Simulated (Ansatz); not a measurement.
**Piezoelectric tensor of BN at 35 GPa (stress–strain coefficients)**

Level of theory: DFT LDA, scalar-relativistic, plane waves, PAW in Ansatz. Settings: 420 eV plane-wave cutoff, Γ-centred 12×12×12 mesh, fixed occupations. No spin polarisation.

The cell, relaxed at 35 GPa:
```
CELL_PARAMETERS angstrom
1.23430 0.71262 2.01563
-1.23430 0.71262 2.01563
0.00000 -1.42525 2.01563
ATOMIC_POSITIONS crystal
B 0.04122 0.04122 0.04122
N 0.29122 0.29122 0.29122
```

Other phases may be more stable at this pressure.

(1) Give the relaxed-ion proper piezoelectric stress tensor e_iJ (C/m², Voigt columns xx yy zz yz xz xy).

(2) With the elastic constants (GPa, Voigt order)
```
1196.0  225.8  152.4  103.8    0.0    0.0
 225.8 1196.0  152.4 -103.8    0.0    0.0
 152.5  152.5 1269.5    0.0    0.0    0.0
 103.8 -103.8    0.0  412.0    0.0    0.0
   0.0    0.0    0.0    0.0  412.0  103.8
   0.0    0.0    0.0    0.0  103.8  485.1
```
find the strain coefficients d = e·C⁻¹ (pC/N).

## Answers

(1)
```
x    0.000  0.000  0.000  0.000  0.221  0.313
y    0.313 -0.313  0.000  0.221  0.000  0.000
z    0.221  0.221 -0.442  0.000  0.000  0.000
```
Signs follow the orientation of the cell as given.

(2)
```
x    0.00  0.00  0.00  0.00  0.40  0.56
y    0.28 -0.28  0.00  0.40  0.00  0.00
z    0.20  0.20 -0.40  0.00  0.00  0.00
```

Cost: 1 run of about 0.75 core-minutes, on Intel Xeon 6975P-C (Granite Rapids) (shared hosts).